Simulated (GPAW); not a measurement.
Write a Python script for GPAW 26.7.0 that does the following.

| Quantity | Value |
| --- | --- |
| Task | single point |
| Functional | PBE |
| Potentials or basis | GPAW PAW data sets (gpaw-data 1.2.1) |
| Cutoff | 600 eV |
| Basis | pw |
| k mesh | 8 × 8 × 8 |
| Occupations | fermi-dirac, width 0.05 eV |
| Spin | collinear spin, ferromagnetic start |
| Starting moments | [0.0, 4.0] μB |
| Maxiter | 150 |

The structure of MnSb lies in POSCAR:

```
MnSb
1.0
    0.0000000000      2.7950160000      2.7950160000
    2.7950160000      0.0000000000      2.7950160000
    2.7950160000      2.7950160000      0.0000000000
Sb Mn
1 1
Direct
    0.5000000000      0.5000000000      0.5000000000
    0.0000000000      0.0000000000      0.0000000000
```

The cell comes from a database or a generator and needn't be the stable form of this composition.

The input as run:

run.py

```python
from ase.io import read
from gpaw import PW
from gpaw.dft import DFT

atoms = read('POSCAR')
atoms.set_initial_magnetic_moments([0.0, 4.0])

dft = DFT(atoms,
          mode=PW(600),
          xc='PBE',
          kpts={'size': (8, 8, 8), 'gamma': True},
          occupations={'name': 'fermi-dirac', 'width': 0.05},
          nbands=27,
          convergence={'density': 1e-05, 'energy': 1e-05},
          maxiter=150,
          txt='gpaw.txt')
print(f'Energy: {dft.calculate_energy():.6f} eV')
print('Forces (eV/A):')
print(dft.calculate_forces().round(4))
print('Stress (eV/A^3):', dft.calculate_stress().round(6))
print('Moments:', dft.magmoms()[1].round(3))
dft.write_gpw_file('gs.gpw')
```

Potentials or basis: GPAW PAW data sets (gpaw-data 1.2.1), pw.

Command:

```console
$ OMP_NUM_THREADS=1 python run.py
```

It gave:

```
Pressure               : -0.7 GPa
Band gap on the k mesh : none (metal or under the smearing width)
Net moment             : 3.84 μB per cell
Site moments           : Sb -0.10; Mn +3.68 μB
```

Caveat: a cell with one magnetic atom can't hold antiferromagnetic order, which such compounds often take.

It took 62 s on 1 thread of Arm Neoverse V1, with other jobs on the host, peak memory 0.2 GiB.
